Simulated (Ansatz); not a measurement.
**NiAl: changing the dispersion correction**

The cell as given:

The structure is orthorhombic, space group Cmmm (No. 65). Conventional cell: a = 3.877 Å, b = 3.906 Å, c = 3.099 Å, α = 90.00°, β = 90.00°, γ = 90.00°. Ni (site symmetry mmm) has 8 Al at 2.48 to 2.49 Å and 4 Ni at 2.75 Å as nearest neighbours. Al (site symmetry mmm) is surrounded by 8 Ni at 2.48 to 2.49 Å and 4 Al at 2.75 Å.

The cell comes from a database or a generator and needn't be the stable form of this composition.

Kept alike: task relaxation of cell and atoms; functional PBEsol; k mesh 10 × 10 × 9; occupations fermi-dirac, width 0.05 eV; collinear spin, ferromagnetic start. Program: Ansatz, Ansatz PAW, cutoff 420 eV. The mesh is that of the run's cell of 2 atoms. No spin-orbit coupling.

```csv
dispersion correction,volume (Å³/atom)
D3(BJ),11.343
D3(BJ)-ATM,11.423
D4,11.506
none,11.721
```

The relaxations keep at least the cell's symmetry (Cmmm). For a metal such a mesh leaves the last digits unconverged. Relaxations stop with a little pressure left, so the last digits of a volume or edge aren't settled. The moments vanished: the runs ended non-magnetic. All rows use potentials made for PBE.

What does the dispersion correction change here?

The volume runs from 11.343 (D3(BJ)) to 11.721 Å³/atom (none). Against no correction: D3(BJ) -3.2 %; D3(BJ)-ATM -2.5 %; D4 -1.8 %. Dispersion terms mostly attract and so lower the volume; the schemes' coefficients and damping set how far.
